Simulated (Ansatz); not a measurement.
## Si: one input, then a changed one

The structure is an experimental refinement, used without relaxation.

First run: DFT, PBE, all-electron LAPW, scalar-relativistic (Ansatz 0.2.0).

Command: `ansatz run input.yaml --threads 1 --pin off --max-ram 2048MiB --backend cpu --events-out ev --progress --plain --runs-dir out` The run took 9 s on 1 thread of AMD EPYC 7R43 64-Core Processor (Zen 3) (shared host), peak memory 0.32 GiB.

```yaml
crystal:
  lattice:
    - [0.0, 2.71547, 2.71547]
    - [2.71547, 0.0, 2.71547]
    - [2.71547, 2.71547, 0.0]
  atoms:
    - { symbol: Si, position: [0.5, 0.5, 0.5] }
    - { symbol: Si, position: [0.75, 0.75, 0.75] }
kpoints:
  mp_grid: { grid: [11, 11, 11] }
scf:
  occupations: { method: cold, width: 0.15 }
hamiltonian:
  xc: pbe
  pseudopotentials: { kind: all_electron, lapw: { basis_error: 0.00025 } }
output:
  forces: true
  stress: true
  eigenvalues: true
```

Result: converged; pressure 1.97 GPa; gap on the k mesh 0.60 eV (the mesh can miss the band edges); 8 SCF iterations.

The input is then changed:

```diff
@@ -5,10 +5,10 @@
     - [2.71547, 2.71547, 0.0]
   atoms:
-    - { symbol: Si, position: [0.5, 0.5, 0.5] }
-    - { symbol: Si, position: [0.75, 0.75, 0.75] }
+    - { symbol: Si, position: [0.5, 0.5, 0.5], spin: 1.0 }
+    - { symbol: Si, position: [0.75, 0.75, 0.75], spin: 1.0 }
 kpoints:
   mp_grid: { grid: [11, 11, 11] }
 scf:
-  occupations: { method: cold, width: 0.15 }
+  occupations: { method: tetrahedron_uncorrected }
 hamiltonian:
   xc: pbe
@@ -18,3 +18,5 @@
   stress: true
   eigenvalues: true
+magnetization:
+  spin_polarized: true
```

Question: What does the second run give?

Answer: It converged; pressure 1.97 GPa; moment 0.00 μB; 13 SCF iterations.
